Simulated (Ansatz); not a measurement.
# C: the cost of one run

Program: Ansatz 0.2.0. Level of theory: DFT PBE+D3(BJ), scalar-relativistic, plane waves, PAW. These are calculated values, not measurements.

39 further runs of the same task are left out: 39 set aside as unsound or not needed.

## 1. The starting structure

It takes space group R-3m (No. 166, trigonal). Conventional cell: a = 2.465 Å, b = 2.465 Å, c = 10.083 Å, α = 90.00°, β = 90.00°, γ = 120.00°. Around C (site symmetry 3m) lie 3 C at 1.42 Å.

Structure file:

```
CELL_PARAMETERS angstrom
1.23248 0.71157 3.36094
-1.23248 0.71157 3.36094
0.00000 -1.42315 3.36094
ATOMIC_POSITIONS crystal
C 0.16660 0.16660 0.16660
C 0.83340 0.83340 0.83340
```

It is the result of an earlier relaxation at this level (volume 8.84 Å³/atom; gap on the mesh: 0.65 eV).

## 2. What is varied

The energy is mapped over two normal modes frozen in (zone-centre modes of the cell shown).

- amplitude of mode 4 (866 cm⁻¹), largest displacement: 9 values from −0.095 to 0.095 Å
- amplitude of mode 6 (1564 cm⁻¹), largest displacement: 9 values from −0.060 to 0.060 Å

Nothing else is relaxed (the cell and all other modes fixed). Energies count from the relaxed high-symmetry cell. Points are written as (first, second).

The modes come from a phonon run on the reference cell, made beforehand.

Displacement patterns for an amplitude of 1 (Å):

| atom | x1 | y1 | z1 | x2 | y2 | z2 |
| --- | --- | --- | --- | --- | --- | --- |
| C1 | 0.000 | 0.000 | 1.000 | 0.000 | 1.000 | 0.000 |
| C2 | 0.000 | 0.000 | -1.000 | 0.000 | -1.000 | 0.000 |

## 3. Point (−0.095 Å, −0.030 Å)

Input file input.yaml:

```yaml
crystal:
  lattice:
    - [1.2324809262, 0.7115731945, 3.360936622]
    - [-1.2324809262, 0.7115731945, 3.360936622]
    - [0.0, -1.4231463891, 3.360936622]
  atoms:
    - { symbol: C, position: [0.1501469571, 0.1501469571, 0.1712270092] }
    - { symbol: C, position: [0.8498530429, 0.8498530429, 0.8287729908] }
basis:
  ecutwfc: 520.0
kpoints:
  mp_grid: { grid: [15, 15, 15] }
hamiltonian:
  xc: pbe
  pseudopotentials: { kind: paw, azcp: { folder: soft_1 } }
  dispersion: d3bj
scf:
  occupations: { method: gaussian, width: 0.05 }
output:
  forces: true
  stress: true
  eigenvalues: true
```

The run is started by

```console
$ ansatz run input.yaml --threads 1 --pin off --max-ram 2048MiB --backend cpu --events-out ev --progress --plain --runs-dir out
```

Q: Estimate wall time and peak memory on 1 thread of AMD EPYC 9R45 (Zen 5), shared host.

About 4.6 s, with a peak of 0.51 GiB.
